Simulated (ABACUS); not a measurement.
Hf:

```
Hf
1.0
    -1.80500    1.80500    1.80500
     1.80500   -1.80500    1.80500
     1.80500    1.80500   -1.80500
Hf
1
Direct
  0.00000 0.00000 0.00000
```

This isn't the form of Hf at room conditions, which is hcp.

- Program: ABACUS 3.10.1
- Task: relaxation of cell and atoms
- Functional: PBE
- Potentials or basis: PseudoDojo NC SR 0.5 PBE standard
- Cutoff: 1361 eV
- Density cutoff: 5442 eV
- Basis: DZP LCAO (the cutoffs set its grid)
- k mesh: 9 × 9 × 9
- Occupations: fermi-dirac, width 0.05 eV
- Spin: no spin polarisation

At the start: pressure -4.5 GPa; volume 23.52 Å³/atom.

Question: How do energy, volume and symmetry change on relaxing?

Answer: Over 4 steps the energy falls by 16.3 meV/atom and the volume is 22.40 Å³/atom (-4.8 %); space group Im-3m (No. 229, to 0.05 Å).

Step by step:
| step | energy change (eV) | largest force (eV/Å) | pressure (GPa) | volume (Å³) |
| --- | --- | --- | --- | --- |
| 1 | 0.0000 | 0.0000 | -4.50 | 23.52 |
| 2 | 0.0029 | 0.0000 | 5.60 | 21.27 |
| 3 | -0.0163 | 0.0000 | -0.05 | 22.41 |
| 4 | -0.0163 | 0.0000 | 0.00 | 22.40 |

Final structure:
```
Hf
1.0
    -1.77588    1.77588    1.77588
     1.77588   -1.77588    1.77588
     1.77588    1.77588   -1.77588
Hf
1
Direct
  0.00000 0.00000 0.00000
```

Caveat: the atomic orbitals were generated for these runs and aren't a published set; the basis of atomic orbitals isn't converged, which shifts pressures, moduli and gaps.
